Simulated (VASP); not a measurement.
# C₂H₅F: harmonic vibrations of a molecule

C₂H₅F, molecule in box, 8 atoms in the cell. PBE, harmonic vibrations; PAW potentials C, F, H (PBE set).

## Input

INCAR.step1:
```
PREC = Accurate ; ENCUT = 400
EDIFF = 1E-8 ; ISMEAR = 0
SIGMA = 0.01 ; ISYM = 0
LREAL = F ; LASPH = T
NELM = 100 ; ALGO = Normal
LWAVE = F ; LCHARG = F
IBRION = 2 ; NSW = 60
ISIF = 2 ; EDIFFG = -0.002
POTIM = 0.5
```

INCAR.step2, as INCAR.step1 but for:
```
- IBRION = 2
- NSW = 60
- ISIF = 2
- EDIFFG = -0.002
- POTIM = 0.5
+ IBRION = 5
+ NFREE = 2
+ POTIM = 0.015
+ NSW = 1
```

KPOINTS:
```
k-points
0
Gamma
  1 1 1
```

POSCAR.step1:
```
H5C2F
1.0
   13.0000000000      0.0000000000      0.0000000000
    0.0000000000     12.0000000000      0.0000000000
    0.0000000000      0.0000000000     12.0000000000
C F H
2 1 5
Direct
    0.4593538500      0.5505958300      0.4818500000
    0.5216692300      0.4534291700      0.5231083300
    0.6205076900      0.4878208300      0.5494416700
    0.3814923100      0.5231375000      0.4611833300
    0.4939923100      0.5865625000      0.4072000000
    0.4540769200      0.6152708300      0.5455500000
    0.5282538500      0.3882291700      0.4597500000
    0.4882307700      0.4170208300      0.5984666700
```

Commands (each step's output is kept before the next begins):
```
cat potpaw_PBE.64/C/POTCAR potpaw_PBE.64/F/POTCAR potpaw_PBE.64/H/POTCAR > POTCAR
cp INCAR.step1 INCAR
cp POSCAR.step1 POSCAR
mpirun -np 4 vasp_gam > vasp.out
cp CONTCAR POSCAR
cp INCAR.step2 INCAR
mpirun -np 4 vasp_gam > vasp.out
```

## Result

- Vibrations (cm⁻¹; a negative value is imaginary): 3064, 3050, 3013, 2980, 2972, 1464, 1448, 1431, 1365, 1345, 1252, 1140, 1088, 1029, 857, 788, 395, 243
- Zero-point energy (eV): 1.793
- Translations and rotations, which should read zero (cm⁻¹): -42, -35, -9, -2, 16, 17
- Vibrational entropy at 298 K (meV/K): 0.151
- Displaced cells: 48
- Ionic steps, all stages: 64
- Electronic steps, all stages: 1179

VASP 6.6.1 took 2696 s on 4 cores (Intel Xeon Platinum 8175M @ 2.50GHz (Skylake/Cascade Lake)), a shared host.
